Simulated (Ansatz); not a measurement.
Runs of Ansatz 0.2.0 on CuO. Symmetry: Cccm, No. 66, orthorhombic system. Conventional cell: a = 3.982 Å, b = 4.307 Å, c = 5.156 Å, α = 90.00°, β = 90.00°, γ = 90.00°. Cu (site symmetry 2/m) is surrounded by 4 O at 1.95 Å. Around O (site symmetry 222) lie 4 Cu at 1.95 Å. Measurements of this composition are mostly on another form, of space group No. 15.

```csv
task,level,U,cell,k mesh,cutoff (eV),points for each segment of the path,hubbard projectors,double counting,mesh quality,gap on the mesh (eV),pressure (GPa),relaxed volume (Å³/atom)
projected density of states,r2SCAN,-,as given,5 × 5 × 3,500,-,-,-,coarse,none,-5.1,-
band structure,LDA+U,Cu d U = 4.5 eV,as given,9 × 9 × 5,420,14,ortho-atomic (the default),fll (the default),not flagged,none,(b),-
relaxation of cell and atoms,LDA+U,Cu d U = 4.5 eV,relaxed,9 × 9 × 5,420,-,ortho-atomic (the default),fll (the default),not flagged,none,0.0,10.40
relaxation of cell and atoms,r2SCAN+D3(BJ),-,relaxed,9 × 9 × 5,500,-,-,-,not flagged,none,0.0,(a)
relaxation of cell and atoms,LDA,-,relaxed,9 × 9 × 5,420,-,-,-,not flagged,none,0.0,10.27
```

Alike in all rows: potentials or basis Ansatz PAW; no spin polarisation; smearing fermi-dirac 0.05 eV.

Problem. Estimate the missing entries.

Solution. (a) 10.60; (b) -9.8.

Caveats: some runs use coarse meshes; the run has no spin polarisation, though such a crystal can be magnetic; the PAW data sets come from PBE, with cores solved anew for the run's functional, which leaves a small shift of forces and pressure; semilocal functionals often make such compounds metallic where correlation or magnetic order opens a gap, which also shifts bond lengths (some runs); the plane-wave basis is chosen anew once the cell has moved, so the energies of steps on either side of that aren't comparable (some runs); U without spin polarisation on a metal has little footing (some runs); pairwise dispersion overbinds metals, which lowers pressure and volume (some runs).

A k mesh can miss the band edges.

A gap of «none» marks a metal or a gap under the smearing width.

Not every run made on this cell is shown here.
